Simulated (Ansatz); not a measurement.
# Boron, simple cubic under RPBE: structure, energy and stiffness

Aim: take boron in the simple cubic structure, relax it, solve it on a dense k-mesh, then scale the cell to 7 volumes from 88 to 112 % of the relaxed one and try a fit of the equation of state. Spin polarisation is left out. The k-meshes are 16×16×16 for the relaxation; 27×27×27 for the dense run; 18×18×18 for the volumes.

Computed with Ansatz 0.2.0 (DFT RPBE, plane waves (420 eV) with PAW, scalar-relativistic; the PAW data stem from PBE, with regenerated cores, unless a step says otherwise).

### 1 The structure to begin with

Symmetry: Pm-3m, No. 221, cubic system. Conventional cell: a = 1.920 Å, b = 1.920 Å, c = 1.920 Å, α = 90.00°, β = 90.00°, γ = 90.00°. Around B (site symmetry m-3m) lie 6 B at 1.92 Å.

As a file:

```cif
data_structure
_symmetry_space_group_name_H-M 'Pm-3m'
_symmetry_Int_Tables_number 221
_cell_length_a 1.9200
_cell_length_b 1.9200
_cell_length_c 1.9200
_cell_angle_alpha 90.000
_cell_angle_beta 90.000
_cell_angle_gamma 90.000
_cell_volume 7.08
loop_
_atom_site_label
_atom_site_type_symbol
_atom_site_symmetry_multiplicity
_atom_site_Wyckoff_symbol
_atom_site_fract_x
_atom_site_fract_y
_atom_site_fract_z
_atom_site_occupancy
B1 B 1 a 0.00000 0.00000 0.00000 1
```

### 2 Relaxing cell and atoms

Input file input.yaml:

```yaml
crystal:
  lattice:
    - [1.9200471483, 0.0, 0.0]
    - [0.0, 1.9200471483, 0.0]
    - [0.0, 0.0, 1.9200471483]
  atoms:
    - { symbol: B, position: [0.0, 0.0, 0.0] }
hamiltonian:
  xc: rpbe
  pseudopotentials:
    kind: paw
    azcp:
      B: "pseudopotentials/B.paw.azcp"
basis:
  ecutwfc: 420
  fft_grid_basis: typed
kpoints:
  mp_grid: { grid: [16, 16, 16], shift: [0, 0, 0] }
magnetization:
  spin_polarized: false
scf:
  occupations: { method: fermi_dirac, width: 0.1 }
relax:
  max_steps: 60
  f_tol: 0.01
  cell: {}
```

Further steps of the session: The energy on a finer k-mesh; The cell scaled to 88 % of its volume; The cell scaled to 92 % of its volume; The cell scaled to 96 % of its volume; The cell scaled to 100 % of its volume; The cell scaled to 104 % of its volume; The cell scaled to 108 % of its volume; The cell scaled to 112 % of its volume.

What does the calculation give? Wanted: space group; conventional cell; volume; shortest distance; gap on the mesh; relative to alpha-rhombohedral; highest ELF outside the cores; V₀, B₀, B₀′.

The runs gave:

```
                            quantity                               value
      space group (spins left aside)                     Pm-3m (No. 221)
                   conventional cell                         a = 1.894 Å
                              volume                       6.793 Å³/atom
                   shortest distance                             1.894 Å
                     gap on the mesh        none (levels filled in part)
relative to alpha-rhombohedral (B12)                      +1083 meV/atom
       highest ELF outside the cores  0.82, 0.95 Å from the nearest atom
                         V₀, B₀, B₀′         6.810 Å³/atom, 227 GPa, 3.7
```

The relaxation shrank the cell by 4.0 % in volume. It lies 1083 meV/atom above the element's reference form at the same level (alpha-rhombohedral (B12), from a run of its own). No gap shows: it is a metal or semimetal at this level. The fitted modulus is 227 GPa. The symmetry was held, so the structure may be unstable against distortions that break it.
